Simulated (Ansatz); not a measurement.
A free-standing 1T monolayer of PtS2, relaxed with r2SCAN: 4 runs in the PAW code Ansatz, each a calculation of independent-particle optics. The sheet's in-plane cell has a = 3.538 Å, b = 3.538 Å (γ = 120.0°), and its outermost atoms lie 2.48 Å apart along the normal. Pt is surrounded by 6 S at 2.39 Å; S is surrounded by 3 Pt at 2.39 Å. (Calculated; spin-unpolarised; the phase may be known or hypothetical.)

```yaml
crystal:
  lattice:
    - [3.53800, 0.00000, 0.00000]
    - [-1.76900, 3.06400, 0.00000]
    - [0.00000, 0.00000, 29.68496]
  atoms:
    - { symbol: Pt, position: [0.00000, 0.00000, 0.30318] }
    - { symbol: S, position: [0.33333, 0.66667, 0.34494] }
    - { symbol: S, position: [0.66667, 0.33333, 0.26142] }
```
The sheet repeats along a and b alone.

On meshes this coarse, single peaks can be features of the mesh. No local fields, no excitons; the zone sum runs over the cells of the mesh, and ε∞ includes the bands left out of the spectrum. Up to four peaks are listed, those above 15 % of the tallest and inside the complete range; the four can differ from row to row. Rows marked drawn have settings drawn at random (some not listed).

```
functional  k mesh  broadening (eV)    scissors (eV)  range (eV)  settings  direct gap on the mesh before scissors (eV)  ε∞ xx  ε∞ yy  ε∞ zz  complete up to (eV)  tallest peaks of mean ε₂ (eV)
    r2SCAN   6×6×1              0.1             0.00        0–14    chosen                                         2.34   3.40   3.40   2.22                 14.0            2.35 3.30 4.15 7.40
       PBE   6×6×1              0.1  0.88 (to HSE06)        0–14    chosen                                         2.10   3.13   3.13   2.12                 14.0            3.00 3.95 4.75 8.05
    r2SCAN   6×6×1             0.03             1.50        2–20     drawn                                         2.34   2.71   2.71   1.95                 20.0            3.80 4.80 5.60 9.20
```

Q: Estimate from these rows what the further settings give.
```json
{"functional": "PBE", "k mesh": "6×6×1", "broadening (eV)": "0.1", "scissors (eV)": "0.00", "range (eV)": "0–14", "settings": "chosen"}
```

A:
```json
{"functional": "PBE", "k mesh": "6×6×1", "broadening (eV)": "0.1", "scissors (eV)": "0.00", "range (eV)": "0–14", "settings": "chosen", "direct gap on the mesh before scissors (eV)": "2.10", "ε∞ xx": "3.71", "ε∞ yy": "3.71", "ε∞ zz": "2.33", "complete up to (eV)": "14.0", "tallest peaks of mean ε₂ (eV)": "2.15 3.05 3.85 7.15"}
```

A sheet's ε refers to the whole height of the cell: ε − 1 falls as one over that height, zz lacks the depolarisation, and means are over the plane.

No spin-orbit coupling is included; it can move band edges with weight on the heavy atoms by tenths of an eV.
